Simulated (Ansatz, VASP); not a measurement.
# Two plane-wave programs on WC

INCAR

```
PREC = Accurate
ENCUT = 520
EDIFF = 1E-8
ISMEAR = -1
SIGMA = 0.05
LREAL = False
LASPH = True
NELM = 80
ALGO = Normal
ISIF = 2
LWAVE = False
LCHARG = False
GGA = PE
LEFG = True
NBANDS = 16
```

KPOINTS

```
Automatic mesh
0
Gamma
  13 13 12
```

The input POSCAR:

```
WC
1.0
    2.8424914073      0.0000000000      0.0000000000
   -1.4212457036      2.4616697688      0.0000000000
    0.0000000000      0.0000000000      2.8290000000
W C
1 1
Direct
    0.0000000000      0.0000000000      0.0000000000
    0.6666666667      0.3333333333      0.5000000000
```

Input for Ansatz:

```yaml
crystal:
  lattice:
    - [2.8424914073, 0.0, 0.0]
    - [-1.4212457036, 2.4616697688, 0.0]
    - [0.0, 0.0, 2.829]
  atoms:
    - { symbol: W, position: [0.0, 0.0, 0.0] }
    - { symbol: C, position: [0.6666666667, 0.3333333333, 0.5] }
kpoints:
  mp_grid: { grid: [13, 13, 12] }
scf:
  occupations: { method: fermi_dirac, width: 0.05 }
hamiltonian:
  xc: pbe
  pseudopotentials: { kind: paw }
output:
  forces: true
  stress: true
  eigenvalues: true
  efg: { contact_densities: true }
```

Change from the starting cell: equal xx and yy strain of -2 %, PAW files.

Alike in both runs: task electric field gradients; functional PBE; k mesh 13 × 13 × 12; occupations fermi-dirac, width 0.05 eV; no spin polarisation.

|  | VASP | Ansatz |
| --- | --- | --- |
| version | VASP 6.6.1 | Ansatz 0.2.0 |
| potentials or method | VASP PAW PBE potentials, release 64 (W_sv, C) | PAW with Ansatz's default frozen-core files, scalar-relativistic |
| plane-wave cutoff (eV) | 520 | 420 |
| valence electrons in the cell | 18 | 18 |

VASP gave:

| Item | Value |
| --- | --- |
| pressure (GPa) | 27.5 |
| largest component of the traceless stress (GPa) | 8.79 |
| Vzz of the field gradient on the site that differs most (V/Å²) | -121.2 |

Estimate Ansatz's values.

pressure (GPa): 26.1; largest component of the traceless stress (GPa): 9.00; Vzz of the field gradient on the site that differs most (V/Å²): -114.8.

Ansatz warned: «gradients_without_spin_orbit».

Caveats: so large a pressure means that the cell lies far from this level's equilibrium, or that cutoff or potentials fall short (VASP). The runs have no spin-orbit coupling, so splittings on W are missing.
